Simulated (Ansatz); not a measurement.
Pressure against volume: Cr

```xyz
1
Lattice="2.3407 0.0000 0.0000 0.0000 2.3407 0.0000 0.0000 0.0000 2.3407" Properties=species:S:1:pos:R:3 pbc="T T T"
Cr    0.0000    0.0000    0.0000
```

The structure comes from a relaxation in the same program, started in the sc type, and has space group Pm-3m. Whether it is a known phase or the ground state wasn't checked.

All numbers are computed: DFT, PBE, all-electron LAPW, scalar-relativistic (Ansatz 0.2.0); DFT, PBE, PAW with Ansatz's default frozen-core files, scalar-relativistic (Ansatz 0.2.0).

For LAPW: a Γ-centred 16×16×16 k mesh, Fermi–Dirac smearing of 0.05 eV, basis error target 0.25 meV/atom, spin-polarised from start moments Cr 3 μB (the moments died away, and the run ended non-magnetic). PAW takes a cutoff of 420 eV at this cell. The Ansatz runs share mesh, smearing and spin set-up. Plane-wave (PAW) pressures include the program's estimate of the Pulay term.

The cell above is scaled evenly, with fractional coordinates and shape held.

```json
{"V/V(cell)": "0.9405", "V (Å³/atom)": "12.061", "P, LAPW (GPa)": "13.22", "P, PAW (GPa)": "13.28", "free energy over the lowest listed, PAW (meV/atom)": "30.0"}
{"V/V(cell)": "0.9800", "V (Å³/atom)": "12.568", "P, LAPW (GPa)": "3.96", "P, PAW (GPa)": "4.02", "free energy over the lowest listed, PAW (meV/atom)": "3.2"}
{"V/V(cell)": "1.0000", "V (Å³/atom)": "12.824", "P, LAPW (GPa)": "-0.06", "P, PAW (GPa)": "0.00", "free energy over the lowest listed, PAW (meV/atom)": "0.0"}
{"V/V(cell)": "1.0200", "V (Å³/atom)": "13.080", "P, LAPW (GPa)": "?", "P, PAW (GPa)": "?", "free energy over the lowest listed, PAW (meV/atom)": "?"}
{"V/V(cell)": "1.0600", "V (Å³/atom)": "13.593", "P, LAPW (GPa)": "-9.89", "P, PAW (GPa)": "-9.83", "free energy over the lowest listed, PAW (meV/atom)": "24.8"}
```

(1) Fill in the row V/V(cell) = 1.0200.

(2) What do Birch–Murnaghan fits to the pressures give?

Results:

(1) P, LAPW (GPa) = -3.68, P, PAW (GPa) = -3.62, free energy over the lowest listed, PAW (meV/atom) = 3.0.

(2) LAPW: V0 = 12.82 Å³/atom, B0 = 191 GPa, B0′ = 4.2; PAW: V0 = 12.82 Å³/atom, B0 = 190 GPa, B0′ = 4.2.
